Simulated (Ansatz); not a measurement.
# Bands, cutoff and cost in G0W0 for AlN (honeycomb monolayer)

Wanted: a G0W0 gap for AlN (honeycomb monolayer) that is converged in bands and cutoff, or an estimate of the limit.

Calculated with Ansatz 0.2.0; G0W0 on PBE, plane waves, PAW; PAW set soft_1.

**1. The starting structure**

The cell holds 2 atoms: 1 Al and 1 N. Cell: a = 3.126 Å, b = 3.126 Å, c = 23.200 Å, α = 90.0°, β = 90.0°, γ = 120.0°. Vacuum lies along c.

The structure was relaxed with PBE. The runs that relaxed it are not among those shown. The Coulomb interaction is cut off across the vacuum.

**2. 62 empty bands, screening to 27 eV**

Now the one-shot GW correction: screening in the RPA, then the self-energy of the levels asked for. This step takes PAW set soft_1 files.

input.yaml reads:

```yaml
crystal:
  lattice:
    - [3.1264613863, 0.0, 0.0]
    - [-1.5632306931, 2.7075949845, 0.0]
    - [0.0, 0.0, 23.2]
  atoms:
    - { symbol: Al, position: [0.3333333333, 0.6666666667, 0.5000000517] }
    - { symbol: "N", position: [0.6666666667, 0.3333333333, 0.4999999483] }
  periodic: [true, true, false]
kpoints:
  mp_grid: { grid: [6, 6, 1] }
hamiltonian:
  xc: pbe
  pseudopotentials: { kind: paw, azcp: { folder: soft_1 } }
scf:
  occupations: { method: fixed }
gw:
  n_empty_bands: 62
  ecut_chi: 27.0
  qp_bands: [v2, c2]
  qp_kpoints: band_edges
  screening: { model: contour_deformation }
```

Launch:

```bash
ansatz run input.yaml --threads 4 --pin off --max-ram 17510MiB --backend cpu --events-out ev --progress --plain --runs-dir out
```

Numbers of over 12 decimals in the logs are rounded to 6 here.

Log:

```text
Warning: the atoms were moved onto the symmetric positions of the space group found under crystal.symmetry.tolerance 1.0e-5 (fractional; no operation is sought that the atoms, as they stand in a round, miss by more than twice it, and no atom is moved by as much as it), and the run uses the moved positions. Before a round's move an operation carried an atom to 2.40e-6 Å from where it should land, the largest such dist [...]
Engine: ansatz 0.2.0, aarch64-unknown-linux-gnu
Pseudopotentials: kind: paw
Pseudopotential: Al, paw, valence charge 3, recommended cutoff 420 eV (normal), soft_1/Al.paw.azcp
Pseudopotential: N, paw, valence charge 5, recommended cutoff 420 eV (normal), soft_1/N.paw.azcp
Functional definition: PBE
  parameter kappa = 0.804
  parameter beta = 0.066725
  exchange = pbe_x(kappa = kappa, mu = beta*pi^2/3)
  correlation = pbe_c(beta = beta)
Crystal: 2 atoms, lattice volume = 196.392 Å³
Basis set: ecut = 420 eV, 3809 PW (Γ)
Bands: 8, of which v1, the nominal top of the filled ones, is band 4 counted from 1 (3 counted from 0)
Symmetry: 12 space group operations
Space group: P-6m2 (ITA 187), of the structure as read, at distance tolerance 5.8e-5 Å
k-points: 7 of 36 (time reversal used)
Non-local potential: Al, projectors of the file, l = 0: 2, l = 1: 2, l = 2: 1
Non-local potential: N, projectors of the file, l = 0: 2, l = 1: 2, l = 2: 1
PAW form: soft (Blöchl's): semilocal exchange-correlation on the pseudo side does not see the compensation charge
PAW one-centre angular grid: Al, 110 points (default); XC on 64 Gauss nodes
PAW one-centre angular grid: N, 110 points (default); XC on 64 Gauss nodes
Initial density: superposition of atomic densities (neutral atoms: chi_scale 0, normalization atom)
Initial wavefunctions: pseudopotential atomic-orbital guess
Functional: x = pbe(κ = 0.804, μ = 0.219515), c = pbe(β = 0.066725)
SCF iter   1: F=—  HF=-927.117952 eV  |F-HF|=—  |Δ(HF+E_count)|=         —  Δρ=6.85e-2  dr2=1.28e1  ethr=3.10e-3  ⟨swp⟩=6.3  Hψ=454  notcnv=0  defer=14
preconditioner: auto → none  [insulator: Δε(μ)=6.060 eV  Ē_g=15.210 eV  n_scr=10 (ndim 8)  ℏωp=7.5 eV  f_vac=0.744  ε∞_Penn≈1.2]
SCF iter   2: F=—  HF=-924.217790 eV  |F-HF|=—  |Δ(HF+E_count)|=    2.90e0  Δρ=4.83e-2  dr2=3.55e0  ethr=3.10e-3  ⟨swp⟩=5.3  Hψ=251  notcnv=0  defer=14
SCF iter   3: F=—  HF=-923.280515 eV  |F-HF|=—  |Δ(HF+E_count)|=   9.37e-1  Δρ=1.06e-2  dr2=1.63e-1  ethr=3.10e-3  ⟨swp⟩=3.7  Hψ=175  notcnv=0  defer=13
SCF iter   4: F=—  HF=-923.250013 eV  |F-HF|=—  |Δ(HF+E_count)|=   3.05e-2  Δρ=3.09e-3  dr2=3.32e-2  ethr=2.04e-3  ⟨swp⟩=3.4  Hψ=121  notcnv=0  defer=14
SCF iter   5: F=—  HF=-923.240768 eV  |F-HF|=—  |Δ(HF+E_count)|=   9.25e-3  Δρ=1.16e-3  dr2=4.60e-3  ethr=4.15e-4  ⟨swp⟩=2.4  Hψ=114  notcnv=0  defer=14
SCF iter   6: F=—  HF=-923.239349 eV  |F-HF|=—  |Δ(HF+E_count)|=   1.42e-3  Δρ=1.55e-4  dr2=7.26e-5  ethr=5.75e-5  ⟨swp⟩=2.9  Hψ=99  notcnv=0  defer=14
SCF iter   7: F=—  HF=-923.239324 eV  |F-HF|=—  |Δ(HF+E_count)|=   2.55e-5  Δρ=5.62e-5  dr2=1.09e-5  ethr=9.08e-7  ⟨swp⟩=2.6  Hψ=96  notcnv=0  defer=14
SCF iter   8: F=-923.239321 eV  HF=-923.239321 eV  |F-HF|=5.42e-9  |Δ(HF+E_count)|=   3.07e-6  Δρ=3.90e-6  dr2=1.62e-8  ethr=1.25e-9  ⟨swp⟩=10.0  Hψ=550  notcnv=0
SCF 1 converged in 8 iterations: F = -923.239321 eV  dr2 = 1.62e-8
  greatest PAW one-centre occupation: 0.791 electrons in one spin orbital (limit 2), on the N atom at site 1 (counted from 0), in its partial waves of l = 0
NSCF: frozen V_eff on 7 k-points
G₀W₀ screening: q 1/7
[... further progress lines ...]
SCF converged after 8 iterations
Free energy (F): -923.239321 eV
Harris-Foulkes:  -923.239321 eV  (|F-HF|=5.42e-9)
Internal energy: -923.239321 eV  (E = F + TS)
E sigma→0 (E₀):  -923.239321 eV
Fermi energy:    -5.316670 eV
--- Per-component energies (eV) ---
  E_band       = -80.271840
  E_kinetic    = 153.006398
  E_local      = -3797.052273  (includes V_loc(G=0)·N_el)
  E_nonlocal   = 45.114379
  E_hartree    = 1823.631084
  E_xc         = -97.290053
  E_vxc        = -104.497709  (∫ρ·V_xc dr)
  E_paw        = -597.889406  (= ΣΔE_a)
  E_vpaw       = -24.109867  (= ΣTr[D̂ρ^β])
  E_aug_tail   = 0.000868  (compensation charges beyond the density's cutoff)
  E_ewald      = 1547.239682
  E_smearing   = -0.000000  (= −TS)
  E_closure    = -0.000000  (closes the sum)
  Σ components = -923.239321   (vs F -923.239321, Δ=0.00e0)
--- Band table (eV; the first three rows and the last of 7) ---
  k-point 0: bands = ["-18.9865", "-7.5677", "-6.0296", "-6.0296", "-2.4120", "-0.4454 (-0.4513°)", "0.1764", "0.6966"]
  k-point 1: bands = ["-18.7000", "-7.2929", "-7.1969", "-6.2317", "-1.5537", "-0.0202 (-0.0229°)", "0.8012", "1.1737"]
  k-point 2: bands = ["-18.0247", "-9.2360", "-6.5963", "-6.2598", "0.0006", "0.4682 (0.4683°)", "2.3127", "2.4462"]
  k-point 6: bands = ["-17.4179", "-9.1429", "-8.9131", "-5.3167", "0.7142", "2.7684", "2.9803", "3.8259"]
  ° read free of the cell's end (the report's vacuum.weakly_bound_levels)
--- G₀W₀: contour deformation, 5 samples at zero and on the imaginary axis and 3 off it, 36 q-points, 62 empty bands' worth ---
  eigenvalues of the whole cell's RPA ε∞ on this k-mesh (on a slab, of 1 + 4πα/V) = 1.1068, 1.4741, 1.4741; static W/v taken at q = 0 is 0.790638
  gw.qp_kpoints: band_edges: 7 of 7 stored k-points solved, in 1 pass; an edge of the gap read off the rows below is read off those points alone
    ik  band        ε_KS         Σx   Σc(E_QP)       V_xc       Z   E_QP_lin       E_QP  E_QP is
     0     3     -6.0296   -22.1244     3.3715   -17.8002  0.7839    -6.9987    -6.9823  root
     0     4     -6.0296   -22.1244     3.3715   -17.8002  0.7839    -6.9987    -6.9823  root
     0     5     -2.4120    -4.3267    -2.2153    -7.6041  0.8573    -1.3355    -1.3498  root
     0     6     -0.4454    -1.6764    -1.0231    -3.3456  0.9075     0.2049     0.2007  root
     1     3     -7.1969   -17.2770     3.0906   -12.7860  0.7642    -8.6507    -8.5972  root
     1     4     -6.2317   -22.0592     3.4193   -17.6554  0.7816    -7.2342    -7.2161  root
     1     5     -1.5537    -4.1347    -2.0874    -7.3213  0.8558    -0.4381    -0.4546  root
     1     6     -0.0202    -2.2545    -1.2343    -4.2989  0.8916     0.7982     0.7899  root
     2     3     -6.5963   -21.9797     3.5169   -17.4286  0.7774    -7.6515    -7.6304  root
     2     4     -6.2598   -18.0823     2.9359   -13.9117  0.7756    -7.5283    -7.4945  root
     2     5      0.0006    -4.0082    -2.4327    -7.6961  0.8431     1.2828     1.2557  root
     2     6      0.4682    -4.4451    -2.3125    -8.1393  0.8353     1.8832     1.8499  root
     3     3     -6.7623   -21.9542     3.5637   -17.3377  0.7755    -7.8375    -7.8152  root
     3     4     -5.6082   -19.1307     2.9429   -15.1124  0.7805    -6.7063    -6.6836  root
     3     5      0.0032    -3.7091    -2.6890    -7.7265  0.8359     1.3614     1.3315  root
     3     6      0.8228    -5.2113    -3.0409    -9.8530  0.8276     2.4725     2.4236  root
     4     3     -6.8447   -21.6373     3.5137   -17.0543  0.7745    -7.9376    -7.9140  root
     4     4     -6.5336   -17.7777     2.9654   -13.5214  0.7727    -7.8637    -7.8245  root
     4     5     -0.3198    -3.6892    -2.1945    -7.0326  0.8501     0.8505     0.8291  root
     4     6      0.5110    -3.9302    -1.9507    -7.1200  0.8489     1.7785     1.7502  root
     5     3     -7.5590   -21.2230     3.6473   -16.4308  0.7650    -8.7345    -8.7039  root
     5     4     -5.6521   -18.9549     2.9159   -14.9487  0.7806    -6.7659    -6.7424  root
     5     5      0.4015    -4.1352    -2.7072    -8.2422  0.8293     1.8365     1.8013  root
     5     6      1.4340    -4.4458    -2.7875    -8.6577  0.8213     2.9055     2.8583  root
     6     3     -8.9131   -20.3370     3.9992   -15.0780  0.7403   -10.2259   -10.1729  root
     6     4     -5.3167   -19.5489     2.9264   -15.6268  0.7827    -6.3308    -6.3123  root
     6     5      0.7142    -3.9205    -2.9957    -8.3349  0.8219     2.1718     2.1329  root
     6     6      2.7684    -5.2378    -3.4132   -10.2377  0.7774     4.4497     4.3552  root
```

It took 5.3 s on 4 threads of Arm Neoverse V1, shared host; peak memory 0.49 GiB; 19 s of CPU time.

This step gave:

```yaml
bands_summed: 66
plane_waves_in_the_screening_matrix: 73
q_points_in_the_mesh: 36
g0w0_gap_on_the_mesh: 4.962 eV
k_of_the_valence_top: 0.3333, 0.3333, 0
k_of_the_conduction_bottom: 0, 0, 0
starting_gap_on_the_mesh: 2.905 eV
z_at_the_valence_top: 0.7827
z_at_the_conduction_bottom: 0.8573
least_direct_g0w0_gap_on_the_computed_points: 5.632 eV
```

The gap on the mesh goes from 2.90 eV to 4.96 eV, a correction of +2.06 eV. Between the two edge states, bare exchange in place of the xc potential would open the gap by 7.20 eV, and correlation takes back 5.14 eV.

**3. 176 empty bands, screening to 54 eV**

Bands and screening cutoff are moved together, since each hides the error of the other.

input.yaml: that of step 2 with these lines changed.

```diff
@@ -17,4 +17,4 @@
 gw:
-  n_empty_bands: 62
-  ecut_chi: 27.0
+  n_empty_bands: 176
+  ecut_chi: 54.0
   qp_bands: [v2, c2]
```

Log:

```text
[...]
Crystal: 2 atoms, lattice volume = 196.392 Å³
Basis set: ecut = 420 eV, 3809 PW (Γ)
Bands: 8, of which v1, the nominal top of the filled ones, is band 4 counted from 1 (3 counted from 0)
Symmetry: 12 space group operations
[...]
k-points: 7 of 36 (time reversal used)
[...]
SCF iter   1: F=—  HF=-927.117952 eV  |F-HF|=—  |Δ(HF+E_count)|=         —  Δρ=6.85e-2  dr2=1.28e1  ethr=3.10e-3  ⟨swp⟩=6.3  Hψ=454  notcnv=0  defer=14
[...]
SCF iter   8: F=-923.239321 eV  HF=-923.239321 eV  |F-HF|=5.42e-9  |Δ(HF+E_count)|=   3.07e-6  Δρ=3.90e-6  dr2=1.62e-8  ethr=1.25e-9  ⟨swp⟩=10.0  Hψ=550  notcnv=0
SCF 1 converged in 8 iterations: F = -923.239321 eV  dr2 = 1.62e-8
[...]
NSCF: frozen V_eff on 7 k-points
G₀W₀ screening: q 1/7
[... further progress lines ...]
SCF converged after 8 iterations
Free energy (F): -923.239321 eV
[...]
Internal energy: -923.239321 eV  (E = F + TS)
E sigma→0 (E₀):  -923.239321 eV
Fermi energy:    -5.316670 eV
[...]
--- Band table (eV; the first three rows and the last of 7) ---
[...]
° read free of the cell's end (the report's vacuum.weakly_bound_levels)
[...]
0     3     -6.0296   -22.1244     3.2954   -17.8002  0.7722    -7.0771    -7.0583  root
     0     4     -6.0296   -22.1244     3.2954   -17.8002  0.7722    -7.0771    -7.0583  root
     0     5     -2.4120    -4.3267    -2.2696    -7.6041  0.8532    -1.3915    -1.4041  root
     0     6     -0.4454    -1.6764    -1.0543    -3.3456  0.9054     0.1732     0.1695  root
     1     3     -7.1969   -17.2770     2.9631   -12.7860  0.7576    -8.7890    -8.7247  root
     1     4     -6.2317   -22.0592     3.3286   -17.6554  0.7706    -7.3280    -7.3068  root
     1     5     -1.5537    -4.1347    -2.1562    -7.3213  0.8516    -0.5092    -0.5233  root
     1     6     -0.0202    -2.2545    -1.2824    -4.2989  0.8886     0.7489     0.7418  root
[...]
6     3     -8.9131   -20.3370     3.8236   -15.0780  0.7371   -10.4173   -10.3485  root
     6     4     -5.3167   -19.5489     2.7534   -15.6268  0.7713    -6.5109    -6.4854  root
     6     5      0.7142    -3.9205    -3.2046    -8.3349  0.8158     1.9515     1.9240  root
     6     6      2.7684    -5.2378    -3.6060   -10.2377  0.7668     4.2355     4.1623  root
```

The job ended after 20 s (4 threads; peak memory 1 GiB).

This step gave:

| Quantity | Value |
| --- | --- |
| bands summed | 180 |
| plane waves in the screening matrix | 153 |
| q-points in the mesh | 36 |
| G0W0 gap on the mesh | 5.081 eV |
| k of the valence top | 0.3333, 0.3333, 0 |
| k of the conduction bottom | 0, 0, 0 |
| starting gap on the mesh | 2.905 eV |
| Z at the valence top | 0.7713 |
| Z at the conduction bottom | 0.8532 |
| least direct G0W0 gap on the computed points | 5.654 eV |

Against the run with 6×6×1 mesh, 62 empty bands, screening to 27 eV, PAW set soft_1 files, the gap moves by +0.12 eV.

**4. 380 empty bands, screening to 90 eV**

input.yaml: that of step 3 with these lines changed.

```diff
@@ -16,5 +16,6 @@
   occupations: { method: fixed }
+  convergence: { dr2_threshold: 1.0e-10 }
 gw:
-  n_empty_bands: 176
-  ecut_chi: 54.0
+  n_empty_bands: 380
+  ecut_chi: 90.0
   qp_bands: [v2, c2]
```

Log:

```text
[...]
Crystal: 2 atoms, lattice volume = 196.392 Å³
Basis set: ecut = 420 eV, 3809 PW (Γ)
Bands: 8, of which v1, the nominal top of the filled ones, is band 4 counted from 1 (3 counted from 0)
Symmetry: 12 space group operations
[...]
k-points: 7 of 36 (time reversal used)
[...]
1     6     -0.0202    -2.2548    -1.3384    -4.2994  0.8884     0.6918     0.6860  root
[...]
6     3     -8.9134   -20.3371     3.6420   -15.0780  0.7356   -10.6189   -10.5304  root
     6     4     -5.3169   -19.5490     2.5252   -15.6268  0.7658    -6.7514    -6.7138  root
     6     5      0.7140    -3.9205    -3.2701    -8.3349  0.8164     1.8821     1.8582  root
     6     6      2.7682    -5.2379    -3.7217   -10.2378  0.7666     4.1065     4.0465  root
[key lines of the parts left out:]
SCF converged after 10 iterations
Free energy (F): -923.239321 eV
Fermi energy:    -5.316924 eV
```

Elapsed: 91 s, on 4 threads; peak memory 2.5 GiB.

Numbers from this step:

| Property | Result |
| --- | --- |
| bands summed | 384 |
| plane waves in the screening matrix | 413 |
| G0W0 gap on the mesh | 5.309 eV |
| k of the valence top | 0.3333, 0.3333, 0 |
| k of the conduction bottom | 0, 0, 0 |
| starting gap on the mesh | 2.905 eV |
| least direct G0W0 gap on the computed points | 5.954 eV |

Against the run with 6×6×1 mesh, 176 empty bands, screening to 54 eV, PAW set soft_1 files, the gap moves by +0.23 eV.

**5. 699 empty bands, screening to 135 eV**

input.yaml: that of step 4 with these lines changed.

```diff
@@ -16,6 +16,5 @@
   occupations: { method: fixed }
-  convergence: { dr2_threshold: 1.0e-10 }
 gw:
-  n_empty_bands: 380
-  ecut_chi: 90.0
+  n_empty_bands: 699
+  ecut_chi: 135.0
   qp_bands: [v2, c2]
```

Log:

```text
[...]
Crystal: 2 atoms, lattice volume = 196.392 Å³
Basis set: ecut = 420 eV, 3809 PW (Γ)
Bands: 8, of which v1, the nominal top of the filled ones, is band 4 counted from 1 (3 counted from 0)
Symmetry: 12 space group operations
[...]
k-points: 7 of 36 (time reversal used)
[...]
5     6      1.4340    -4.4458    -3.0725    -8.6577  0.8148     2.6007     2.5733  root
     6     3     -8.9131   -20.3370     3.5113   -15.0780  0.7339   -10.7664   -10.6608  root ?
     6     4     -5.3167   -19.5489     2.3545   -15.6268  0.7624    -6.9335    -6.8843  root
     6     5      0.7142    -3.9205    -3.2970    -8.3349  0.8168     1.8541     1.8315  root
     6     6      2.7684    -5.2378    -3.7960   -10.2377  0.7662     4.0228     3.9723  root
[key lines of the parts left out:]
SCF converged after 8 iterations
Free energy (F): -923.239321 eV
Fermi energy:    -5.316670 eV
```

Elapsed: 5.8 min, on 4 threads; peak memory 5.7 GiB; 22 min of CPU time.

Numbers from this step:

```yaml
bands_summed: 703
plane_waves_in_the_screening_matrix: 649
g0w0_gap_on_the_mesh: 5.448 eV
k_of_the_valence_top: 0.3333, 0.3333, 0
k_of_the_conduction_bottom: 0, 0, 0
starting_gap_on_the_mesh: 2.905 eV
least_direct_g0w0_gap_on_the_computed_points: 6.134 eV
```

Against the run with 6×6×1 mesh, 380 empty bands, screening to 90 eV, PAW set soft_1 files, the gap moves by +0.14 eV.

[end of part 1 of 2]

[Paths, hosts, dates, memory and timing lines, banners, echoed tables and standing remarks are left out of the program output.]

[Logs are printed without paths, hosts, clocks, repeated set-up lines and the standing remarks that a program may print on its own settings, such as how far it seeks lower states.]

[Runs of the session that timed out or met a known fault of the program may be left out.]

[Cells called generated may have been cut or substituted from an entry of the Crystallography Open Database or the Materials Project.]

[Hosts, paths, dates, database ids (printed as entryN), source tags and the programs' standing remarks are cut or masked in the printed files.]
